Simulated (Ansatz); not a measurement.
Input and command of a plane-wave DFT calculation in Ansatz:

```yaml
crystal:
  lattice:
    - [9.257812285, -3.2070002489, 6.8276762004]
    - [1.851562457, 9.6210007467, -6.8276762004]
    - [-9.257812285, 3.2070002489, 6.8276762004]
  atoms:
    - { symbol: Sn, position: [0.25, 0.125, 0.875] }
    - { symbol: Sn, position: [0.0, 0.0, 0.0] }
    - { symbol: Sn, position: [0.5, 0.0, 0.5] }
    - { symbol: Sn, position: [0.0, 0.25, 0.25] }
    - { symbol: Sn, position: [0.5, 0.25, 0.75] }
    - { symbol: Sn, position: [0.0, 0.5, 0.5] }
    - { symbol: Sn, position: [0.0, 0.75, 0.75] }
    - { symbol: Sn, position: [0.75, 0.125, 0.375] }
    - { symbol: Sn, position: [0.25, 0.375, 0.125] }
    - { symbol: Sn, position: [0.75, 0.375, 0.625] }
    - { symbol: Sn, position: [0.25, 0.625, 0.375] }
    - { symbol: Sn, position: [0.75, 0.625, 0.875] }
    - { symbol: Sn, position: [0.25, 0.875, 0.625] }
    - { symbol: Sn, position: [0.5, 0.5, 0.0] }
    - { symbol: Sn, position: [0.5, 0.75, 0.25] }
    - { symbol: Sn, position: [0.75, 0.875, 0.125] }
    - { symbol: S, position: [0.4415583267, 0.3333333333, 0.1082249934] }
    - { symbol: S, position: [0.1915583267, 0.2083333333, 0.2332249934] }
    - { symbol: S, position: [0.6915583267, 0.2083333333, 0.7332249934] }
    - { symbol: S, position: [0.1915583267, 0.4583333333, 0.4832249934] }
    - { symbol: S, position: [0.6915583267, 0.4583333333, 0.9832249934] }
    - { symbol: S, position: [0.1915583267, 0.7083333333, 0.7332249934] }
    - { symbol: S, position: [0.1915583267, 0.9583333333, 0.9832249934] }
    - { symbol: S, position: [0.9415583267, 0.3333333333, 0.6082249934] }
    - { symbol: S, position: [0.4415583267, 0.5833333333, 0.3582249934] }
    - { symbol: S, position: [0.9415583267, 0.5833333333, 0.8582249934] }
    - { symbol: S, position: [0.4415583267, 0.8333333333, 0.6082249934] }
    - { symbol: S, position: [0.9415583267, 0.8333333333, 0.1082249934] }
    - { symbol: S, position: [0.4415583267, 0.0833333333, 0.8582249934] }
    - { symbol: S, position: [0.6915583267, 0.7083333333, 0.2332249934] }
    - { symbol: S, position: [0.6915583267, 0.9583333333, 0.4832249934] }
    - { symbol: S, position: [0.9415583267, 0.0833333333, 0.3582249934] }
    - { symbol: S, position: [0.8084416733, 0.2916666667, 0.2667750066] }
    - { symbol: S, position: [0.5584416733, 0.1666666667, 0.3917750066] }
    - { symbol: S, position: [0.0584416733, 0.1666666667, 0.8917750066] }
    - { symbol: S, position: [0.5584416733, 0.4166666667, 0.6417750066] }
    - { symbol: S, position: [0.0584416733, 0.4166666667, 0.1417750066] }
    - { symbol: S, position: [0.5584416733, 0.6666666667, 0.8917750066] }
    - { symbol: S, position: [0.5584416733, 0.9166666667, 0.1417750066] }
    - { symbol: S, position: [0.3084416733, 0.2916666667, 0.7667750066] }
    - { symbol: S, position: [0.8084416733, 0.5416666667, 0.5167750066] }
    - { symbol: S, position: [0.3084416733, 0.5416666667, 0.0167750066] }
    - { symbol: S, position: [0.8084416733, 0.7916666667, 0.7667750066] }
    - { symbol: S, position: [0.3084416733, 0.7916666667, 0.2667750066] }
    - { symbol: S, position: [0.8084416733, 0.0416666667, 0.0167750066] }
    - { symbol: S, position: [0.0584416733, 0.6666666667, 0.3917750066] }
    - { symbol: S, position: [0.0584416733, 0.9166666667, 0.6417750066] }
    - { symbol: S, position: [0.3084416733, 0.0416666667, 0.5167750066] }
basis:
  ecutwfc: 420
  xc_grid: 2
kpoints:
  mp_grid: { grid: [2, 2, 2], shift: [0.0, 0.0, 0.0] }
hamiltonian:
  xc: pbe
scf:
  occupations: { method: gaussian, width: 0.01 }
output:
  forces: true
  stress: true
  eigenvalues: true
  write_density: true
  write_potential: true
  elf: true
  volumetric_format: npy
```

```bash
ansatz run input.yaml --threads 4 --pin off --max-ram 10240MiB --backend cpu --events-out ev --progress --plain --runs-dir out
```

Processor: Arm Neoverse V1, 4 threads, on a host shared with other jobs.

Q: How long does it run, and how much memory does it take?

A: About 72 s on 4 threads of Arm Neoverse V1, with other jobs on the host, peak memory 6.5 GiB. It solves 256 bands at 6 k points (the mesh reduced by symmetry) with about 25367 plane waves, in 7 SCF iterations.
